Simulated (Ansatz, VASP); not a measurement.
**S in VASP and in Ansatz**

Contents of INCAR:

```
ALGO = Normal
EDIFF = 1E-6
ENCUT = 520
GGA = CA
ISIF = 2
ISMEAR = -1
LASPH = T
LCHARG = F
LREAL = F
LWAVE = F
NBANDS = 9
NELM = 100
PREC = Accurate
SIGMA = 0.08
```

File KPOINTS:

```
k-points
0
Gamma
  16 16 16
```

Contents of POSCAR:

```
S
1.0
   -1.2997173388      1.2997173388      1.2997173388
    1.2997173388     -1.2997173388      1.2997173388
    1.2997173388      1.2997173388     -1.2997173388
S
1
Direct
    0.0000000000      0.0000000000      0.0000000000
```

Input for Ansatz:

```yaml
crystal:
  lattice:
    - [-1.2997173388, 1.2997173388, 1.2997173388]
    - [1.2997173388, -1.2997173388, 1.2997173388]
    - [1.2997173388, 1.2997173388, -1.2997173388]
  atoms:
    - { symbol: S, position: [0.0, 0.0, 0.0] }
kpoints:
  mp_grid: { grid: [16, 16, 16] }
scf:
  occupations: { method: fermi_dirac, width: 0.08 }
hamiltonian:
  xc: lda
  pseudopotentials: { kind: all_electron, lapw: { basis_error: 0.001 } }
output:
  forces: true
  stress: true
  eigenvalues: true
  populations: true
```

Change from the starting cell: volume scaled by 0.6, LAPW.

Alike in both runs: task single point; functional LDA; k mesh 16 × 16 × 16; occupations fermi-dirac, width 0.08 eV; no spin polarisation.

|  | VASP | Ansatz |
| --- | --- | --- |
| version | VASP 6.6.1 | Ansatz 0.2.0 |
| potentials or method | VASP PAW LDA potentials, release 64 (S) | all-electron LAPW, scalar-relativistic |
| plane-wave cutoff (eV) | 520 | see its input |

Ansatz gave:

```
pressure (GPa) : 144.5
```

Task: Which values does VASP return?

Result: Pressure (GPa): 142.8.

Ansatz ran all-electron here, so the differences hold the error of VASP's frozen core and of both bases.

Caveats: the cell as given lies far from equilibrium; so large a pressure means that the cell lies far from this level's equilibrium, or that cutoff or potentials fall short (VASP).
